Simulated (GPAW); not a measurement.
# CoO (Fm-3m) in GPAW: reference runs

How does CoO come out in PBEsol? The cell is run as given.

All numbers are computed with GPAW 26.7.0; they aren't measurements. Logs are shortened: lines on timing, memory, paths and dates and some standing lists are left out, and cuts for length are marked. The log counts tension as positive stress, the text compression.

## 1. Starting point

The structure is cubic, space group Fm-3m (No. 225). The conventional cell has a = 4.263 Å, b = 4.263 Å, c = 4.263 Å, α = 90.00°, β = 90.00°, γ = 90.00°. Co (site symmetry m-3m) is surrounded by 6 O at 2.13 Å. Around O (site symmetry m-3m) lie 6 Co at 2.13 Å.

## 2. Single point, PBEsol, collinear spin, ferromagnetic start

run.py reads:

```python
from ase import Atoms
from ase.dft.bandgap import bandgap
from ase.io import write
from ase.units import Bohr, GPa
from gpaw import GPAW, PW, setup_paths
from gpaw.elf import elf_from_dft_calculation

setup_paths.insert(0, '.')

atoms = Atoms(['Co', 'O'],
              cell=[[0.0, 2.1315, 2.1315],
                    [2.1315, 0.0, 2.1315],
                    [2.1315, 2.1315, 0.0]],
              scaled_positions=[[0.0, 0.0, 0.0],
                                [0.5, 0.5, 0.5]],
              pbc=True)
atoms.set_initial_magnetic_moments([2.0, 0.0])

calc = GPAW(mode=PW(800),
            xc='PBEsol',
            kpts={'size': (11, 11, 11), 'gamma': True},
            occupations={'name': 'fermi-dirac', 'width': 0.05},
            nbands=17,
            convergence={'density': 1e-05, 'energy': 1e-05},
            maxiter=150,
            txt='gpaw.txt')
atoms.calc = calc
energy = atoms.get_potential_energy()
forces = atoms.get_forces()
stress = atoms.get_stress()
calc.write('gs.gpw')
write('result.traj', atoms)
print(f'Energy: {energy:.6f} eV')
print('Forces (eV/A):')
print(forces.round(4))
print('Stress (GPa):', (stress / GPa).round(3))
print('Moments:', calc.get_magnetic_moments().round(3))
print('Fermi level:', round(calc.get_fermi_level(), 4), 'eV')
print(f'Gap: {bandgap(calc)[0]:.4f} eV, direct: {bandgap(calc, direct=True)[0]:.4f} eV')

# fields on the real-space grid
write('density.cube', atoms, data=calc.get_pseudo_density() * Bohr**3)
write('potential.cube', atoms, data=calc.get_electrostatic_potential())
write('spin.cube', atoms, data=(calc.get_pseudo_density(spin=0) - calc.get_pseudo_density(spin=1)) * Bohr**3)
write('elf.cube', atoms, data=elf_from_dft_calculation(calc).data)
```

Potentials or basis: PAW data sets generated in the run's folder for this functional, pw.

Launch:

```sh
> gpaw-setup -f PBEsol Co O
> OMP_NUM_THREADS=1 python run.py
```

gpaw.txt:

```text
__  _  _
 | _ |_)|_||  |
 |__||  | ||/\| - 26.7.0

Input parameters:
  mode=PW(ecut=800.0),
  convergence={'density': 1e-05, 'energy': 1e-05},
  kpts=MonkhorstPack(size=(11, 11, 11), gamma=True),
  maxiter=150,
  nbands=17,
  occupations=Occupations(name='fermi-dirac', width=0.05),
  xc=XC(name='PBEsol')

Diagonalizing LCAO Hamiltonian
Converting LCAO to pw mode

              O

       Co

Atoms  # Å, Bohr magnetons
|   | symbol |        x |        y |        z |    initial magnetic moments |
|---|--------|----------|----------|----------|-----------------------------|
| 0 |     Co | 0.000000 | 0.000000 | 0.000000 | ( 0.0000,  0.0000,  2.0000) |
| 1 |      O | 2.131500 | 2.131500 | 2.131500 | ( 0.0000,  0.0000,  0.0000) |

Unit cell  # Å
| periodic |        x |        y |        z |  lengths |    angles |
|----------|----------|----------|----------|----------|-----------|
|      yes | 0.000000 | 2.131500 | 2.131500 | 3.014396 | 60.000000 |
|      yes | 2.131500 | 0.000000 | 2.131500 | 3.014396 | 60.000000 |
|      yes | 2.131500 | 2.131500 | 0.000000 | 3.014396 | 60.000000 |

Number of symmetries: 48
Symmetry operations  # r_c * U_cc + t_c -> r_c
|    | kind |            matrix            |
|----|------|------------------------------|
|  0 |  σ   |  1, 0, 0,  1, 0,-1,  1,-1, 0 |
|  1 |  C2  |  1, 0, 0,  1,-1, 0,  1, 0,-1 |
|  2 |  E   |  1, 0, 0,  0, 1, 0,  0, 0, 1 |
|  3 |  σ   |  1, 0, 0,  0, 0, 1,  0, 1, 0 |
|  4 |  C4  |  1, 0,-1,  1, 0, 0,  1,-1, 0 |
|  5 |  S6  |  1, 0,-1,  1,-1, 0,  1, 0, 0 |
|  6 |  σ   |  1, 0,-1,  0, 1,-1,  0, 0,-1 |
|  7 |  C3  |  1, 0,-1,  0, 0,-1,  0, 1,-1 |
|  8 |  S6  |  1,-1, 0,  1, 0, 0,  1, 0,-1 |
|  9 |  C4  |  1,-1, 0,  1, 0,-1,  1, 0, 0 |
| 10 |  C3  |  1,-1, 0,  0,-1, 1,  0,-1, 0 |
| 11 |  σ   |  1,-1, 0,  0,-1, 0,  0,-1, 1 |
| 12 |  σ   |  0, 1, 0,  1, 0, 0,  0, 0, 1 |
| 13 |  C4  |  0, 1, 0,  0, 1,-1, -1, 1, 0 |
| 14 |  C3  |  0, 1, 0,  0, 0, 1,  1, 0, 0 |
| 15 |  S6  |  0, 1, 0, -1, 1, 0,  0, 1,-1 |
| 16 |  C2  |  0, 1,-1,  1, 0,-1,  0, 0,-1 |
| 17 |  σ   |  0, 1,-1,  0, 1, 0, -1, 1, 0 |
| 18 |  S4  |  0, 1,-1,  0, 0,-1,  1, 0,-1 |
| 19 |  C4  |  0, 1,-1, -1, 1, 0,  0, 1, 0 |
| 20 |  C3  |  0, 0, 1,  1, 0, 0,  0, 1, 0 |
| 21 |  σ   |  0, 0, 1,  0, 1, 0,  1, 0, 0 |
| 22 |  S6  |  0, 0, 1,  0,-1, 1, -1, 0, 1 |
| 23 |  C4  |  0, 0, 1, -1, 0, 1,  0,-1, 1 |
| 24 |  S4  |  0, 0,-1,  1, 0,-1,  0, 1,-1 |
| 25 |  C3  |  0, 0,-1,  0, 1,-1,  1, 0,-1 |
| 26 |  C2  |  0, 0,-1,  0,-1, 0, -1, 0, 0 |
| 27 |  S6  |  0, 0,-1, -1, 0, 0,  0,-1, 0 |
| 28 |  S4  |  0,-1, 1,  1,-1, 0,  0,-1, 0 |
| 29 |  C4  |  0,-1, 1,  0, 0, 1, -1, 0, 1 |
| 30 |  C2  |  0,-1, 1,  0,-1, 0,  1,-1, 0 |
| 31 |  σ   |  0,-1, 1, -1, 0, 1,  0, 0, 1 |
| 32 |  C3  |  0,-1, 0,  1,-1, 0,  0,-1, 1 |
| 33 |  S6  |  0,-1, 0,  0, 0,-1, -1, 0, 0 |
| 34 |  S4  |  0,-1, 0,  0,-1, 1,  1,-1, 0 |
| 35 |  C2  |  0,-1, 0, -1, 0, 0,  0, 0,-1 |
| 36 |  C2  | -1, 1, 0,  0, 1, 0,  0, 1,-1 |
| 37 |  S6  | -1, 1, 0,  0, 1,-1,  0, 1, 0 |
| 38 |  S4  | -1, 1, 0, -1, 0, 1, -1, 0, 0 |
| 39 |  C3  | -1, 1, 0, -1, 0, 0, -1, 0, 1 |
| 40 |  S6  | -1, 0, 1,  0, 0, 1,  0,-1, 1 |
| 41 |  C2  | -1, 0, 1,  0,-1, 1,  0, 0, 1 |
| 42 |  C3  | -1, 0, 1, -1, 1, 0, -1, 0, 0 |
| 43 |  S4  | -1, 0, 1, -1, 0, 0, -1, 1, 0 |
| 44 |  C2  | -1, 0, 0,  0, 0,-1,  0,-1, 0 |
| 45 |  i   | -1, 0, 0,  0,-1, 0,  0, 0,-1 |
| 46 |  σ   | -1, 0, 0, -1, 1, 0, -1, 0, 1 |
| 47 |  C2  | -1, 0, 0, -1, 0, 1, -1, 1, 0 |

BZ-sampling:
  Number of BZ points: 1331
  Number of IBZ points: 56

  Monkhorst-Pack size: [11, 11, 11]
  Monkhorst-Pack shift: [0, 0, 0]

K-points  # in reciprocal-cell coordinates
|     |                                coordinates |     weight |
|-----|--------------------------------------------|------------|
|   0 | (  0.00000000,   0.00000000,   0.00000000) | 0.00075131 |
|   1 | (  0.09090909,   0.09090909,   0.00000000) | 0.00450789 |
|   2 | (  0.09090909,   0.09090909,   0.09090909) | 0.00601052 |
|   3 | (  0.18181818,   0.09090909,   0.09090909) | 0.00901578 |
|   4 | (  0.18181818,   0.18181818,   0.00000000) | 0.00450789 |
|   5 | (  0.18181818,   0.18181818,   0.09090909) | 0.01803156 |
|   6 | (  0.18181818,   0.18181818,   0.18181818) | 0.00601052 |
|   7 | (  0.27272727,   0.18181818,   0.09090909) | 0.01803156 |
|   8 | (  0.27272727,   0.18181818,   0.18181818) | 0.01803156 |
|   9 | (  0.27272727,   0.27272727,   0.00000000) | 0.00450789 |
| ... |                                            |            |
|  55 | (  0.45454545,   0.45454545,   0.45454545) | 0.00601052 |

Plane wave coefficients: 1010
Cutoff: 800.0 eV

Spin-components: 2 (collinear spins)
Bands:           17
Projectors:      11
Spin-degeneracy: 1
Datatype:        complex128

Parallelization:
  kpt:    1
  domain: 1
  band:   1

Density:
  Valence electrons: 15.0
  Components: 2
  Grid points: [20 20 20]
  Charge: 0.0  # |e|

Potential:
  Grid points: [20 20 20]

species:
  Co:
    name:    Cobalt
    Z:       27.0
    valence: 9
    core:    18
    charge:  0.0  # [|e|]
    compensation charges:
      type: gauss
      rc: 0.32  # [Å]
      lmax: 2
    cutoffs:
      filter: 1.87  # [Å]
      core: 2.55  # [Å]
    projectors
    | kind |    occ | energy [eV] | rcut [Å] |
    |------|--------|-------------|----------|
    |   4s |  2.000 |      -5.488 |    1.005 |
    |   4p |  0.000 |      -1.248 |    1.058 |
    |   3d |  7.000 |      -8.230 |    1.005 |
    |    s |        |      21.723 |    1.005 |
    |    p |        |      25.963 |    1.058 |
    |    d |        |      18.981 |    1.005 |

    Using partial waves for Co as LCAO basis

  O:
    name:    Oxygen
    Z:       8.0
    valence: 6
    core:    2
    charge:  0.0  # [|e|]
    compensation charges:
      type: gauss
      rc: 0.21  # [Å]
      lmax: 2
    cutoffs:
      filter: 1.17  # [Å]
      core: 0.83  # [Å]
    projectors
    | kind |    occ | energy [eV] | rcut [Å] |
    |------|--------|-------------|----------|
    |   2s |  2.000 |     -23.808 |    0.688 |
    |   2p |  4.000 |      -8.972 |    0.598 |
    |    s |        |       3.404 |    0.688 |
    |    p |        |      18.239 |    0.598 |
    |    d |        |       0.000 |    0.619 |

    Using partial waves for O as LCAO basis

Reference energy: -39902.827428  # eV

eigensolver:
  PPCG
  Converge bands: occupied
  niter=2

density mixing:
  MSR1-Mixer
  Pratt-step length: 0.05
  Maximum mixing coefficient: 0.75
  Old densities: 10
  SVD Regularization: 0.005
  Good broyden scale: 1.0
  Trust region scale: 1.0
  Backstep threshold: 4.0
  History deletion threshold: 6.0
  Fourier metric: weight=20.0, sigma=0.015

occupation numbers:
  Fermi-Dirac:
    width: 0.0500  # eV

poisson solver:
  ecut: 6400.0  # eV

xc functional:
  name: PBEsol with 2 nearest neighbor stencil

convergence criteria:
- Maximum integral of absolute [dens]ity change: 1e-05 electrons / valence electron
- Maximum [total energy] change in last 3 cyles: 1e-05 eV / valence electron
- Maximum integral of absolute [eigenst]ate change: 4e-08 eV^2 / valence electron
maximum number of iterations: 150

SCF iterations
|iter     | |      energy | eigst |  dens |  magmom |
|---------|-|-------------|-------|-------|---------|
|iter:   1| |  -15.605346 | -0.02 |       |  +2.0014|
|iter:   2| |  -15.470634 | -2.11 | -0.86 |  +2.0365|
|iter:   3| |  -15.242460 | -2.10 | -0.92 |  +2.2032|
|iter:   4| |  -15.287806 | -2.83 | -1.29 |  +2.3480|
|iter:   5| |  -15.349964 | -2.43 | -1.49 |  +2.6875|
|iter:   6| |  -15.363977 | -3.42 | -1.85 |  +2.9096|
|iter:   7| |  -15.357429 | -3.61 | -1.85 |  +2.8716|
|iter:   8| |  -15.358681 | -4.01 | -2.28 |  +2.9854|
|iter:   9| |  -15.358704 | -4.69 | -2.67 |  +2.9505|
|iter:  10| |  -15.358779c| -6.03 | -3.33 |  +2.9594|
|iter:  11| |  -15.358770c| -6.80 | -3.65 |  +2.9565|
|iter:  12| |  -15.358773c| -7.95c| -4.57 |  +2.9570|
|iter:  13| |  -15.358772c| -8.00c| -4.78 |  +2.9567|
|iter:  14| |  -15.358772c| -9.12c| -5.80c|  +2.9567|

Converged in 14 steps
Energy contributions relative to reference atoms: (reference = -39902.827428)

Energy contributions:
  Kinetic:          23.878168
  Coulomb:         -21.094620
  Zero:              0.109650
  External:          0.000000
  Xc:              -18.236115
  Entropy:          -0.031710
  Spinorbit:         0.000000
  ----------------------------
  Free energy:     -15.374627
  Extrapolated:    -15.358772

dipole moment: (-11.385372, -11.385372, -11.385372)  # |e|*Ang

Total magnetic moment: (0.000000, 0.000000, 2.956732)

Local magnetic moments
|        x |        y |        z |
|----------|----------|----------|
| 0.000000 | 0.000000 | 2.534868 |  # Co   0
| 0.000000 | 0.000000 | 0.247727 |  # O    1

Fermi level: 8.661
Eigenvalues  # (at kpt = [0.000, 0.000, 0.000])
| band index |      eig [eV] | occ [0-1] |      eig [eV] | occ [0-1] |
|------------|---------------|-----------|---------------|-----------|
|          0 |       -11.639 |     1.000 |       -11.105 |     1.000 |
|          1 |         5.341 |     1.000 |         5.954 |     1.000 |
|          2 |         5.341 |     1.000 |         5.954 |     1.000 |
|          3 |         5.348 |     1.000 |         5.954 |     1.000 |
|          4 |         5.348 |     1.000 |         7.540 |     1.000 |
|          5 |         5.348 |     1.000 |         7.540 |     1.000 |
[... 9 lines left out ...]
|         15 |        29.695 |     0.000 |        30.681 |     0.000 |
|         16 |        29.695 |     0.000 |        30.681 |     0.000 |

No gap
No difference between direct/indirect transitions

Forces  # eV/Ang
|       x |        y |        z |
|---------|----------|----------|
| 0.00000 | -0.00000 | -0.00000 |  # Co   0
| 0.00000 |  0.00000 |  0.00000 |  # O    1

Stress tensor  # eV/Ang^3
|         x |         y |         z |
|-----------|-----------|-----------|
|  0.062413 |  0.000000 | -0.000000 |
|  0.000000 |  0.062413 | -0.000000 |
| -0.000000 | -0.000000 |  0.062413 |

# Writing to gs.gpw (mode='')
```

Run time: 37 s. Hardware: 1 thread of Arm Neoverse V2, shared host; peak memory 0.18 GiB.

Results:

```yaml
Free_energy: -15.3746 eV
Pressure: -10.0 GPa
Band_gap_on_the_k_mesh: none (metal or under the smearing width)
Net_moment: 2.96 μB per cell
Site_moments: Co +2.53; O +0.25 μB
```

Caveat: a cell with one magnetic atom can't hold antiferromagnetic order, which such compounds often take; semilocal functionals often make such compounds metallic where correlation or magnetic order opens a gap, which also shifts bond lengths.
